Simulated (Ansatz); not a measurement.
**Stability checks on a candidate for LiF**

The structure comes from a generated guess, relaxed at this level; another structure or a mixture of phases may lie lower.

All numbers below come from DFT PBE, scalar-relativistic, plane waves, PAW (Ansatz 0.2.0). Settings of the last relaxation (6-atom cell): 420 eV, 6×6×8 k points, Gaussian smearing of 0.02 eV, no spin polarisation.

```cif
data_structure
_symmetry_space_group_name_H-M 'P3_121'
_symmetry_Int_Tables_number 152
_cell_length_a 4.8954
_cell_length_b 4.8954
_cell_length_c 2.9267
_cell_angle_alpha 90.000
_cell_angle_beta 90.000
_cell_angle_gamma 120.000
_cell_volume 60.74
loop_
_atom_site_label
_atom_site_type_symbol
_atom_site_symmetry_multiplicity
_atom_site_Wyckoff_symbol
_atom_site_fract_x
_atom_site_fract_y
_atom_site_fract_z
_atom_site_occupancy
Li1 Li 3 a 0.62181 0.62181 0.00000 1
F1 F 3 b 0.00000 0.63369 0.16667 1
```

Formation energies are uncorrected and refer to the elements' standard structures at the same level (F₂ as a molecule).

Task: These tests were run: energy against the elements; phonons on a 2×2×4 q mesh. What do they show?

Result:

```csv
test,result
energy against the elements,−2.905 eV/atom
phonons on a 2×2×4 q mesh,no imaginary mode on the mesh
```

It fails none of these tests. Other phases of the system weren't compared here, so this isn't yet thermodynamic stability.

The run for the phonons used a 6×6×8 k mesh. Another cell of LiF relaxed alike, in Fm-3m, lies 41 meV/atom lower, so this cell isn't the stable form at this level.
